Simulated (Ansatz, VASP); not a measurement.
## ZnS: 8 runs at one level of theory

The starting cell:

```
Zn S
1.0
     3.81100    0.00000    0.00000
    -1.90550    3.30042    0.00000
     0.00000    0.00000    6.23400
Zn S
2 2
Direct
  0.66667 0.33333 0.50000
  0.33333 0.66667 0.00000
  0.66667 0.33333 0.88500
  0.33333 0.66667 0.38500
```

Alike in all runs: task relaxation of cell and atoms; functional PBE; k mesh 8 × 8 × 5; occupations fermi-dirac, width 0.05 eV; no spin polarisation; no spin-orbit coupling.

| program and potentials | plane-wave cutoff (eV) | notes | equilibrium volume (Å³/atom) |
| --- | --- | --- | --- |
| Ansatz, Ansatz PAW | 420 | 9 valence electrons an atom on average | 20.19 |
| VASP, PBE PAW files S, Zn, release 54, 580 eV | 580 | 9 valence electrons an atom on average | 20.24 |
| VASP, PBE PAW files S_h, Zn, 980 eV | 980 | 9 valence electrons an atom on average | 20.25 |
| VASP, PBE PAW files S_GW, Zn_GW, 630 eV | 630 | 9 valence electrons an atom on average | 20.23 |
| VASP, PBE PAW files S, Zn, 580 eV | 580 | 9 valence electrons an atom on average | 20.20 |
| VASP, PBE PAW files S, Zn, 600 eV | 600 | 9 valence electrons an atom on average | 20.22 |
| VASP, PBE PAW files S_GW, Zn_sv_GW, 680 eV | 680 | 13 valence electrons an atom on average | 20.08 |
| VASP, PBE PAW files S, Zn, release 54, 600 eV | 600 | 9 valence electrons an atom on average | 20.20 |

The equilibrium volume spans 20.08 (VASP, PBE PAW files S_GW, Zn_sv_GW, 680 eV) to 20.25 Å³/atom (VASP, PBE PAW files S_h, Zn, 980 eV). Relaxations stop with a little pressure left, so the last digit of a volume isn't settled.

The functional is the same throughout but for its coding, so the spread measures potentials, basis and numerics; runs on potential files found faulty are left out.
